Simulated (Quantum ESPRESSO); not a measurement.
## Effort and miss along a sweep of ecutwfc: BeO (P6_3mc, 8 atoms in the cell)

Cell: a = 2.6823 Å, b = 2.6823 Å, c = 8.7810 Å, α = 90.00°, β = 90.00°, γ = 120.00°.

Computed with LDA (PZ), GBRV 1.5 ultrasoft (LDA) pseudopotentials (plane waves; Quantum ESPRESSO).

Base settings: ecutwfc = 40 Ry; ecutrho = 200 Ry; occupations = smearing; smearing = cold; degauss = 0.0147 Ry; potentials = {Be: be_lda_v1.4.uspp.F.UPF, O: o_lda_v1.2.uspp.F.UPF}; K_POINTS = automatic 11 11 3 0 0 0; conv_thr = 1e-10 Ry; mixing_beta = 0.3.

Misses are taken against the tightest run, 80 Ry (ecutrho: 200 Ry → 400 Ry), which need not be fully converged itself. The energy is the free energy per atom.

The count of work is k-points × plane waves × bands × iterations; it is no time, and leaves out set-up, grids and terms that scale otherwise. Core times come from one kind of shared machine and are given to one figure; runs under 30 s give none.

The starting cell was generated: these elements placed on a structure prototype, without a prior relaxation; it need not be a known phase or ordering of this composition. Its lattice was rescaled by a random factor within 2.5 % of one. In the base run, with a pressure of about -6 GPa the cell is away from its equilibrium volume at this level.

The runs (ecutwfc): 16 Ry (ecutrho: 200 Ry → 80 Ry) | 20 Ry (ecutrho: 200 Ry → 100 Ry) | 24 Ry (ecutrho: 200 Ry → 120 Ry) | 28 Ry (ecutrho: 200 Ry → 140 Ry) | 32 Ry (ecutrho: 200 Ry → 160 Ry) | 36 Ry (ecutrho: 200 Ry → 180 Ry) | 40 Ry | 46 Ry (ecutrho: 200 Ry → 230 Ry) | 52 Ry (ecutrho: 200 Ry → 260 Ry) | 60 Ry (ecutrho: 200 Ry → 300 Ry) | 70 Ry (ecutrho: 200 Ry → 350 Ry) | 80 Ry (ecutrho: 200 Ry → 400 Ry).

**Question.** Which is the coarsest setting among those run that, with all tighter ones, holds the energy within 10 meV/atom of the reference, and what does it save?

**Answer.** 40 Ry, off by 7.5 meV/atom; it needs 0.36 of the reference's count of work and about 0.4 of the reference's time.

**Question.** Which is the coarsest setting among those run that, with all tighter ones, holds the energy within 5 meV/atom of the reference, and what does it save?

**Answer.** 52 Ry (ecutrho: 200 Ry → 260 Ry), off by 3.0 meV/atom; its saving against the reference is no more than about a factor of 2 in the count of work.

**Question.** What does the step from 40 Ry to 70 Ry (ecutrho: 200 Ry → 350 Ry) buy?

**Answer.** It takes the miss in the energy from 7.5 to 0.70 meV/atom, for 2.3 times the count of work and roughly 2 times the time.

| ecutwfc | energy less reference (meV/atom) | pressure less reference (GPa) | largest difference in the force on any atom (eV/Å) | count of work / reference | core time / reference (rough) |
|---|---|---|---|---|---|
| 16 Ry (ecutrho: 200 Ry → 80 Ry) | 8146.63 | -537.59 | 0.134 | 0.18 | – |
| 20 Ry (ecutrho: 200 Ry → 100 Ry) | 2630.39 | -232.18 | 0.044 | 0.17 | – |
| 24 Ry (ecutrho: 200 Ry → 120 Ry) | 835.17 | -94.80 | 0.018 | 0.15 | – |
| 28 Ry (ecutrho: 200 Ry → 140 Ry) | 234.47 | -34.16 | 0.009 | 0.21 | – |
| 32 Ry (ecutrho: 200 Ry → 160 Ry) | 59.12 | -10.36 | 0.001 | 0.26 | – |
| 36 Ry (ecutrho: 200 Ry → 180 Ry) | 15.95 | -2.41 | 0.000 | 0.31 | – |
| 40 Ry | 7.53 | -0.24 | 0.000 | 0.36 | 0.4 |
| 46 Ry (ecutrho: 200 Ry → 230 Ry) | 5.41 | -0.07 | 0.000 | 0.41 | 0.4 |
| 52 Ry (ecutrho: 200 Ry → 260 Ry) | 3.01 | -0.16 | 0.000 | 0.53 | 0.5 |
| 60 Ry (ecutrho: 200 Ry → 300 Ry) | 1.04 | 0.04 | 0.000 | 0.65 | 0.6 |
| 70 Ry (ecutrho: 200 Ry → 350 Ry) | 0.70 | 0.13 | 0.000 | 0.83 | 0.9 |
| 80 Ry (ecutrho: 200 Ry → 400 Ry) | 0.00 | 0.00 | 0.000 | 1.0 | 1 |
